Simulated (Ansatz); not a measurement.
# Co (P6_3/mmc) in Ansatz: relaxation of cell and atoms with revPBE+D3(BJ)

Aim: the relaxation of cell and atoms of Co with revPBE+D3(BJ).

All numbers are computed with Ansatz 0.2.0; they aren't measurements. Logs are shortened: lines on timing, memory, paths and dates and some standing lists are left out, and cuts for length are marked.

## Step 1: Starting point

Symmetry: P6_3/mmc, No. 194, hexagonal system. Conventional cell: a = 2.472 Å, b = 2.472 Å, c = 4.021 Å, α = 90.00°, β = 90.00°, γ = 120.00°. Around Co (site symmetry -6m2) lie 12 Co at 2.47 Å.

## Step 2: Relaxation of cell and atoms, revPBE+D3(BJ), collinear spin, ferromagnetic start

The input, input.yaml:

```yaml
crystal:
  lattice:
    - [2.4719999032, 0.0, 0.0]
    - [-1.2359999516, 2.1408147143, 0.0]
    - [0.0, 0.0, 4.02114408]
  atoms:
    - { symbol: Co, position: [0.6666666667, 0.3333333333, 0.75], spin: 2.0 }
    - { symbol: Co, position: [0.3333333333, 0.6666666667, 0.25], spin: 2.0 }
hamiltonian:
  xc: revpbe
  pseudopotentials: { kind: paw }
  dispersion: d3bj
magnetization:
  spin_polarized: true
kpoints:
  mp_grid: { grid: [12, 12, 7] }
scf:
  occupations: { method: fermi_dirac, width: 0.05 }
output:
  forces: true
  stress: true
  eigenvalues: true
relax:
  f_tol: 0.01
  max_steps: 40
  cell: { stress_tol: 0.05 }
```

Potentials or basis: Ansatz PAW.

Launch:

```
ansatz run input.yaml --threads 2 --pin off --max-ram 5632MiB --backend cpu --events-out ev --progress --plain --runs-dir out
```

Standard output:

```text
Warning: RAYON_NUM_THREADS=2 ignored (pool sized by the plan → 2); use --threads N
Engine: ansatz 0.2.0, x86_64-unknown-linux-gnu
Pseudopotentials: kind: paw
Pseudopotential: Co, paw, valence charge 17, recommended cutoff 420 eV (normal), Co.paw.azcp
Functional definition: revPBE
  parameter kappa = 1.245
  parameter beta = 0.06672455060314922
  exchange = pbe_x(kappa = kappa, mu = beta*pi^2/3)
  correlation = pbe_c(beta = beta)
Crystal: 2 atoms, lattice volume = 21.280 Å³
Basis set: ecut = 420 eV, 391 PW (Γ), exchange–correlation on 36×36×54 points (8 copies of the dense FFT grid, shifted against one another)
Bands: 23, of which v1, the nominal top of the filled ones, is band 17 counted from 1 (16 counted from 0)
Symmetry: 24 space group operations
Space group: P63/mmc (ITA 194), of the structure as read, at distance tolerance 2.8e-5 Å
Magnetic group: BNS 194.263 (UNI 1493), of the structure as read, at distance tolerance 2.8e-5 Å
k-points: 76 of 1008
Non-local potential: Co, projectors of the file, l = 0: 3, l = 1: 2, l = 2: 3, l = 3: 1
PAW form: soft (Blöchl's): semilocal exchange-correlation on the pseudo side does not see the compensation charge
PAW frozen core: Co, regenerated for the run's functional, and the local potential with it (the file was generated under x = pbe(κ = 0.804, μ = 0.2195149727645171), c = pbe(β = 0.06672455060314922))
PAW one-centre angular grid: Co, 590 points (default); XC on 64 Gauss nodes
Initial density: superposition of atomic densities (chi_scale 0.1, normalization cell)
Starting moments: Σ|m| = 4 μB on 2 of 2 sites
Initial wavefunctions: pseudopotential atomic-orbital guess
Functional: x = revpbe(κ = 1.245, μ = 0.2195149727645171), c = pbe(β = 0.06672455060314922)
SCF iter   1: F=—  HF=-10260.169525 eV  |F-HF|=—  |Δ(HF+E_count)|=         —  Δρ=9.10e-2 (↑4.57e-2 ↓9.10e-2)  dr2=2.28e0  dr2_m=1.21e-1  M=3.606 μB ∫|m|=3.764 μB  β_m=0.30  ethr=3.10e-3  ⟨swp⟩=5.3  Hψ=13156  notcnv=0
Mixer restart at iter 1: flushing history
preconditioner: auto → none  [metal: Δε(μ)=0.001 eV  Ē_g=9.344 eV  σ=0.050 eV  W_gap=0.01  n_scr=8 (ndim 8)  ℏωp=34.2 eV  f_vac=0.000  D(μ)=1.41/eV (n_scr^D=22)  sad-step TF]
SCF iter   2: F=—  HF=-10259.503347 eV  |F-HF|=—  |Δ(HF+E_count)|=   6.66e-1  Δρ=3.51e-2 (↑1.30e-2 ↓3.51e-2)  dr2=1.68e-1  dr2_m=8.72e-2  M=3.580 μB ∫|m|=3.783 μB  β_m=0.36  ethr=3.10e-3  ⟨swp⟩=2.5  Hψ=6438  notcnv=0  defer=107
SCF iter   3: F=—  HF=-10260.100232 eV  |F-HF|=—  |Δ(HF+E_count)|=         —  Δρ=1.32e-2 (↑1.32e-2 ↓9.32e-3)  dr2=1.67e-2  dr2_m=1.32e-2  M=3.432 μB ∫|m|=3.680 μB  β_m=0.36  ethr=4.93e-4  ⟨swp⟩=2.2  Hψ=4828  notcnv=0  defer=107
Mixer restart at iter 3: flushing history
SCF iter   4: F=—  HF=-10260.464961 eV  |F-HF|=—  |Δ(HF+E_count)|=   3.65e-1  Δρ=8.01e-3 (↑7.69e-3 ↓8.01e-3)  dr2=9.09e-3  dr2_m=7.04e-3  M=3.381 μB ∫|m|=3.655 μB  β_m=0.60  ethr=4.91e-5  ⟨swp⟩=2.4  Hψ=6577  notcnv=0  defer=107
SCF iter   5: F=—  HF=-10260.831869 eV  |F-HF|=—  |Δ(HF+E_count)|=   3.67e-1  Δρ=9.39e-3 (↑3.52e-3 ↓9.39e-3)  dr2=1.48e-2  dr2_m=4.94e-3  M=3.279 μB ∫|m|=3.602 μB  β_m=0.80  ethr=2.67e-5  ⟨swp⟩=2.2  Hψ=6999  notcnv=0  defer=101
[... 60 lines left out ...]
basis re-selected at this cell: Δ(F+E_penalty+E_count) = +3.586e-4 eV, ΔP = -0.008 GPa vs the last step (what re-selecting the basis moved, of the pressure what is left beyond the Pulay correction that the steps carried, after the strain that the cell walked since its last selection, with what the two solves' SCF thresholds leave and, on support functions, any second-order correction that the steps lacked; it is no measure of the basis error at this ecutwfc). This SCF's stress stands 1.38e-2 GPa from its target on what of the cell is left free (relax.cell.stress_tol is 5.00e-2 GPa) and its largest allowed force component is 1.85e-17 eV/Å (relax.f_tol is 1.00e-2 eV/Å): within both
SCF converged after 7 iterations
Magnetization: 3.1967 μB (18.5983 up, 15.4017 down)
Absolute magnetization: 3.5300 μB (∫|ρ↑−ρ↓|, with the PAW one-centre terms)
Spin contamination: 0.0559 ħ² per cell (⟨S²⟩ above its minimum at these occupations)
Per-site moments (μB) at R_I (Å): [(1.6749630682218355, 1.0087316597594418), (1.6749630682218362, 1.0087316597594418)]
Free energy (F): -10260.887871 eV
Harris-Foulkes:  -10260.887871 eV  (|F-HF|=5.46e-12)
Internal energy: -10260.872747 eV  (E = F + TS)
E sigma→0 (E₀):  -10260.880309 eV
Entropy (-TS):   -0.015124 eV (-7.562 meV/atom)
Fermi energy:    19.612985 eV
--- Per-component energies (eV) ---
  E_band       = -459.429228
  E_kinetic    = 909.459070
  E_local      = -5561.092443  (includes V_loc(G=0)·N_el)
  E_nonlocal   = 907.064309
  E_hartree    = 2336.784468
  E_xc         = -319.142724
  E_vxc        = -411.465532  (∫ρ·V_xc dr)
  E_paw        = -3037.504121  (= ΣΔE_a)
  E_vpaw       = -976.964011  (= ΣTr[D̂ρ^β])
  E_aug_tail   = 0.000190  (compensation charges beyond the density's cutoff)
  E_ewald      = -5494.712649
  E_disp       = -1.662939  (pairwise vdW)
  E_core_change = -0.065908  (= ΣΔE_core)
  E_smearing   = -0.015124  (= −TS)
  E_closure    = 0.000000  (closes the sum)
  Σ components = -10260.887871   (vs F -10260.887871, Δ=0.00e0)
--- Forces (eV/Å), atoms counted from 1 ---
  atom   1  Co     0.00000000    -0.00000000     0.00000000
  atom   2  Co    -0.00000000     0.00000000     0.00000000
  max |Σ_I F_I| component: 1.39e-17 eV/Å
--- Stress (GPa, compression-positive) ---
       -0.010013       0.000000       0.000000
        0.000000      -0.010013       0.000000
        0.000000       0.000000      -0.013822
  P = ⅓ Tr σ = -0.0113 GPa (-0.113 kbar)
--- Band table (eV; the first three rows and the last of 152) ---
  k-point 0 ↑: bands = ["-76.5904", "-76.5230", "-39.9573", "-39.6392", "-39.6392", "-39.5845", "-39.5845", "-39.5812", "10.3919", "14.2537", "16.9315", "16.9405", "16.9405", "17.2776", "17.2776", "17.6396", "17.6396", "18.8209", "18.8209", "19.4530", "26.2783", "41.6337", "44.4266"]
  k-point 1 ↑: bands = ["-76.5870", "-76.5264", "-39.9390", "-39.6365", "-39.6365", "-39.6002", "-39.5872", "-39.5872", "10.6043", "14.2116", "16.8746", "16.8843", "16.8843", "17.2178", "17.2178", "17.7739", "17.7739", "18.6853", "18.8095", "18.8095", "27.4557", "41.5401", "43.7149"]
  k-point 2 ↑: bands = ["-76.5777", "-76.5358", "-39.8875", "-39.6530", "-39.6289", "-39.6289", "-39.5948", "-39.5948", "11.2206", "13.9569", "16.7318", "16.8172", "16.8172", "17.0752", "17.0752", "17.4073", "18.0586", "18.0586", "18.7497", "18.7497", "30.0729", "40.0863", "42.0269"]
  k-point 75 ↓: bands = ["-74.4501", "-74.4501", "-37.8703", "-37.8703", "-37.8008", "-37.7734", "-37.6282", "-37.6282", "16.7932", "16.8727", "16.9150", "16.9150", "17.7858", "17.7858", "19.3211", "19.5939", "20.7654", "20.7654", "26.0790", "26.0790", "27.2105", "28.4828", "30.2741"]
--- Relaxed structure (4 steps of the walk, 4 accepted, 1 SCFs on fresh bases) ---
  F+E_penalty+E_count = -10260.88787052 eV   max|allowed force component| = 1.850e-17 eV/Å   (the final SCF, on the basis selected at the relaxed cell)
  cell:  # Å, volume = 20.9304 Å³
    - [2.4651171486653256, 0.0, 0.0]
    - [-1.2325585743326628, 2.134854074048832, 0.0]
    - [0.0, 0.0, 3.9771495461005077]
  atoms:
    - { symbol: Co, position: [0.6666666666666667, 0.33333333333333337, 0.7500000000000001] }
    - { symbol: Co, position: [0.33333333333333337, 0.6666666666666667, 0.25] }
```

Wall time 19 s (2 threads of Intel Xeon at 2.70GHz, shared host); peak memory 0.38 GiB.

Results:

- Free energy: -10260.8879 eV
- Relaxed volume: 10.47 Å³/atom
- Relaxed cell: a = 2.465 Å, b = 2.465 Å, c = 3.977 Å, α = 90.00°, β = 90.00°, γ = 120.00°
- Space group after relaxing (to 0.05 Å): P6_3/mmc (No. 194)
- Energy gained by relaxing: 2.6 meV/atom
- Ionic steps: 5
- Pressure after relaxing: 0.0 GPa
- Band gap on the k mesh: none (metal or under the smearing width)
- Net moment: 3.20 μB per cell
- Absolute moment: 3.53 μB per cell
- Site moments: Co +1.67 μB

Step by step:
```tsv
step	energy change (eV)	largest force (eV/Å)	volume (Å³)
1	0.0000	0.0000	21.28
2	-0.0040	0.0000	21.10
3	-0.0055	0.0000	20.92
4	-0.0055	0.0000	20.93
5	-0.0051	0.0000	20.93
```

Final structure:
```
CELL_PARAMETERS angstrom
2.46512 0.00000 0.00000
-1.23256 2.13485 0.00000
0.00000 0.00000 3.97715
ATOMIC_POSITIONS crystal
Co 0.66667 0.33333 0.75000
Co 0.33333 0.66667 0.25000
```

Caveat: the plane-wave basis is chosen anew once the cell has moved, so the energies of steps on either side of that aren't comparable; pairwise dispersion overbinds metals, which lowers pressure and volume; the PAW data sets come from PBE, with cores solved anew for the run's functional, which leaves a small shift of forces and pressure.
